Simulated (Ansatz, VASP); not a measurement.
# One calculation of TiAl, two programs

The input INCAR:

```
  PREC = Accurate
  ENCUT = 520
  EDIFF = 1E-7
  ISMEAR = 0
  SIGMA = 0.1
  LREAL = False
  LASPH = True
  NELM = 100
  ALGO = Fast
  ISIF = 2
  LWAVE = False
  LCHARG = False
  GGA = PE
  NBANDS = 14
```

KPOINTS

```
Automatic mesh
0
Gamma
  15 15 8
```

The input POSCAR:

```
TiAl
1.0
    2.8672622327      0.0000000000      0.0000000000
   -1.4336311163      2.4831219328      0.0000000000
    0.0000000000      0.0000000000      4.6780830000
Ti Al
1 1
Direct
   -0.0517301681     -0.0871241952      0.0122315059
    0.3333333300      0.6666666700      0.5000000000
```

Input for Ansatz:

```yaml
crystal:
  lattice:
    - [2.8672622327, 0.0, 0.0]
    - [-1.4336311163, 2.4831219328, 0.0]
    - [0.0, 0.0, 4.678083]
  atoms:
    - { symbol: Ti, position: [-0.0517301681, -0.0871241952, 0.0122315059] }
    - { symbol: Al, position: [0.33333333, 0.66666667, 0.5] }
basis:
  ecutwfc: 420
kpoints:
  mp_grid: { grid: [15, 15, 8] }
hamiltonian:
  xc: pbe
scf:
  occupations: { method: gaussian, width: 0.1 }
output:
  forces: true
  stress: true
  eigenvalues: true
```

Change from the starting cell: one atom moved.

Alike in both runs: task single point; functional PBE; k mesh 15 × 15 × 8; occupations gaussian, width 0.1 eV; no spin polarisation.

|  | VASP | Ansatz |
| --- | --- | --- |
| version | VASP 6.6.1 | Ansatz 0.2.0 |
| potentials or method | VASP PAW PBE potentials, release 64 (Ti_sv, Al) | scalar-relativistic, plane waves, PAW |
| plane-wave cutoff (eV) | 520 | 420 |
| valence electrons in the cell | 15 | 15 |

```tsv
	VASP	Ansatz	Ansatz less VASP
gap on the k mesh at the Fermi level (eV)	none	none	-
pressure (GPa)	0.6	0.7	+0.10
largest component of the traceless stress (GPa)	3.51	3.53	+0.024
rms of the force components (eV/Å)	0.298	0.297	-0.0003
```

Atom by atom the forces differ by 0.000 eV/Å (rms over components). A gap of «none» marks a metal or a gap that the smearing closes.
